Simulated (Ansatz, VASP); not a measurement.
GaP: VASP beside Ansatz

Contents of INCAR:

```
PREC     = Accurate       # precision mode
ENCUT    = 520            # plane-wave cutoff, eV
EDIFF    = 1E-8           # SCF threshold, eV
ISMEAR   = -1             # smearing method
SIGMA    = 0.05           # smearing width, eV
LREAL    = False          # projectors in reciprocal space
LASPH    = True           # aspherical terms in the spheres
NELM     = 80             # most SCF steps
ALGO     = Normal         # electronic algorithm
ISIF     = 2              # what is computed and relaxed
LWAVE    = False          # write WAVECAR
LCHARG   = False          # write CHGCAR
GGA      = CA             # functional
LEFG     = True         
NBANDS   = 16             # bands
```

KPOINTS

```
regular mesh
0
Gamma
  10 10 10
```

The input POSCAR:

```
GaP
1.0
    0.0000000000      2.7069591804      2.7069591804
    2.7069591804      0.0000000000      2.7069591804
    2.7069591804      2.7069591804      0.0000000000
Ga P
1 1
Direct
    0.0000000000      0.0000000000      0.0000000000
    0.7500000000      0.7500000000      0.7500000000
```

Input for Ansatz:

```yaml
crystal:
  lattice:
    - [0.0, 2.7069591804, 2.7069591804]
    - [2.7069591804, 0.0, 2.7069591804]
    - [2.7069591804, 2.7069591804, 0.0]
  atoms:
    - { symbol: Ga, position: [0.0, 0.0, 0.0] }
    - { symbol: P, position: [0.75, 0.75, 0.75] }
kpoints:
  mp_grid: { grid: [10, 10, 10] }
scf:
  occupations: { method: fermi_dirac, width: 0.05 }
hamiltonian:
  xc: lda
  pseudopotentials: { kind: all_electron, datasets: crystal }
output:
  forces: true
  stress: true
  eigenvalues: true
  efg: { contact_densities: true }
```

Change from the starting cell: volume scaled by 0.98, crystal datasets.

Alike in both runs: task electric field gradients; functional LDA; k mesh 10 × 10 × 10; occupations fermi-dirac, width 0.05 eV; no spin polarisation.

|  | VASP | Ansatz |
| --- | --- | --- |
| version | VASP 6.6.1 | Ansatz 0.2.0 |
| potentials or method | VASP PAW LDA potentials, release 64 (Ga_d, P) | all-electron PAW with datasets made for the crystal, scalar-relativistic |
| plane-wave cutoff (eV) | 520 | see its input |

|  | VASP | Ansatz | Ansatz less VASP |
| --- | --- | --- | --- |
| pressure (GPa) | -1.0 | -1.1 | -0.09 |
| Vzz of the field gradient on the site that differs most (V/Å²) | 0.0 | 0.0 | 0.00 |

Ansatz ran all-electron here, so the differences hold the error of VASP's frozen core and of both bases.

A k mesh can miss the band edges.
